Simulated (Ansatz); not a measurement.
**TaN: response to strain**

TaN is deformed so: zz strain of +2 %. What stress and forces result, by LAPW, PAW and all-electron datasets made for the crystal?

Program: Ansatz 0.2.0. Level of theory: DFT PBE, scalar-relativistic. These are calculated values, not measurements.

### 1 The structure to begin with

Symmetry: P-6m2, No. 187, hexagonal system. The conventional cell has a = 2.938 Å, b = 2.938 Å, c = 2.883 Å, α = 90.00°, β = 90.00°, γ = 120.00°. Ta (site symmetry -6m2) has 6 N at 2.23 Å as nearest neighbours. Around N (site symmetry -6m2) lie 6 Ta at 2.23 Å.

As a file:

```
CELL_PARAMETERS angstrom
2.93800 0.00000 0.00000
-1.46900 2.54438 0.00000
0.00000 0.00000 2.88300
ATOMIC_POSITIONS crystal
Ta 0.33333 0.66667 0.50000
N 0.00000 0.00000 0.00000
```

Atoms are numbered in the order of the input: Ta1, N2.

### 2 The deformed structure

Space group P-6m2 before, P-6m2 after.

### 3 LAPW, all electrons

The input, input.yaml:

```yaml
crystal:
  lattice:
    - [2.9379988584, 0.0, 0.0]
    - [-1.4689994292, 2.5443816477, 0.0]
    - [0.0, 0.0, 2.94066]
  atoms:
    - { symbol: Ta, position: [0.3333333333, 0.6666666667, 0.5] }
    - { symbol: "N", position: [0.0, 0.0, 0.0] }
kpoints:
  mp_grid: { grid: [12, 12, 10] }
  band_path:
    path:
      - [0.0, 0.0, 0.0]
      - [0.5, 0.0, 0.0]
      - [0.3333333333, 0.3333333333, 0.0]
      - [0.0, 0.0, 0.0]
      - [0.0, 0.0, 0.5]
      - [0.5, 0.0, 0.5]
      - [0.3333333333, 0.3333333333, 0.5]
      - [0.0, 0.0, 0.5]
      - [0.5, 0.0, 0.5]
    npoints: 5
scf:
  occupations: { method: fermi_dirac, width: 0.02 }
hamiltonian:
  xc: pbe
  pseudopotentials: { kind: all_electron, lapw: { basis_error: 0.0005 } }
output:
  forces: true
  stress: true
  eigenvalues: true
```

Launch:

```bash
ansatz run input.yaml --threads 1 --pin off --max-ram 3072MiB --backend cpu --events-out ev --progress --plain --runs-dir out
```

### 4 PAW on the default files

The input, input.yaml:

```yaml
crystal:
  lattice:
    - [2.9379988584, 0.0, 0.0]
    - [-1.4689994292, 2.5443816477, 0.0]
    - [0.0, 0.0, 2.94066]
  atoms:
    - { symbol: Ta, position: [0.3333333333, 0.6666666667, 0.5] }
    - { symbol: "N", position: [0.0, 0.0, 0.0] }
kpoints:
  mp_grid: { grid: [12, 12, 10] }
scf:
  occupations: { method: fermi_dirac, width: 0.02 }
hamiltonian:
  xc: pbe
  pseudopotentials: { kind: paw }
output:
  forces: true
  stress: true
  eigenvalues: true
  efg: { contact_densities: true }
```

### 5 All-electron PAW on datasets made for the crystal

Changes to input.yaml since step 4:

```diff
@@ -14,3 +14,3 @@
   xc: pbe
-  pseudopotentials: { kind: paw }
+  pseudopotentials: { kind: all_electron, datasets: crystal }
 output:
```

(Steps that only read results are left out.)

**Question.** What will these runs give? Wanted: pressure; largest shear or deviatoric stress.

**Answer**, as computed:

```
                                 quantity                                              value
                                 pressure  LAPW -2.30, PAW -2.53, crystal datasets -2.30 GPa
largest shear or deviatoric stress (LAPW)                                           7.88 GPa
```

What this shows: The largest part of the stress beyond the pressure is 7.88 GPa in size, in the zz component; the atoms are carried along and not relaxed. No run of the undeformed cell stands beside it, so the pressure holds what the given cell had before the change. PAW: stress within 0.26 GPa of LAPW. Crystal datasets: stress within 0.01 GPa of LAPW. Spin-orbit coupling is left out, though the cell holds Ta; in elements this heavy it can shift bands and gaps by tenths of an eV.
